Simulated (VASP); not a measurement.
Here is a VASP 6.6.1 calculation.

The input INCAR:

```
SYSTEM = LuH2
PREC = Accurate
ENCUT = 600
EDIFF = 1E-6
ISMEAR = 1
SIGMA = 0.1
LREAL = .FALSE.
LASPH = .TRUE.
NELM = 80
ALGO = Normal
ISIF = 3
LWAVE = .FALSE.
LCHARG = .FALSE.
GGA = CA
IBRION = 2
NSW = 90
EDIFFG = -0.01
KPAR = 2
```

KPOINTS

```
Automatic mesh
0
G
  14 14 14
  0 0 0
```

File POSCAR:

```
LuH2
1.0
    0.0000000000      2.5165000000      2.5165000000
    2.5165000000      0.0000000000      2.5165000000
    2.5165000000      2.5165000000      0.0000000000
Lu H
1 2
Direct
    0.0000000000      0.0000000000      0.0000000000
    0.2500000000      0.2500000000      0.2500000000
    0.7500000000      0.7500000000      0.7500000000
```

Potentials or basis: VASP PAW PBE potentials, release 64 (Lu, H).

Run with:

```sh
$ cat potpaw_PBE.64/Lu/POTCAR potpaw_PBE.64/H/POTCAR > POTCAR
$ mpirun -np 2 vasp_std > vasp.out
```

Task: Estimate the relaxed cell.

Result: a = 3.480 Å, b = 3.480 Å, c = 3.480 Å, α = 60.00°, β = 60.00°, γ = 60.00°.

Task: Predict the space group after relaxing (to 0.05 Å).

Result: Fm-3m (No. 225).

The path:
```
step  energy change (eV)  largest force (eV/Å)  pressure (GPa)  volume (Å³)
   1              0.0000                0.0000           -6.19        31.87
   2             -0.0412                0.0000           -0.75        30.02
   3             -0.0416                0.0000            0.02        29.79
```

Caveat: the PAW data sets were made with another functional, which shifts forces and pressure a little. LDA usually gives volumes a few per cent too small.
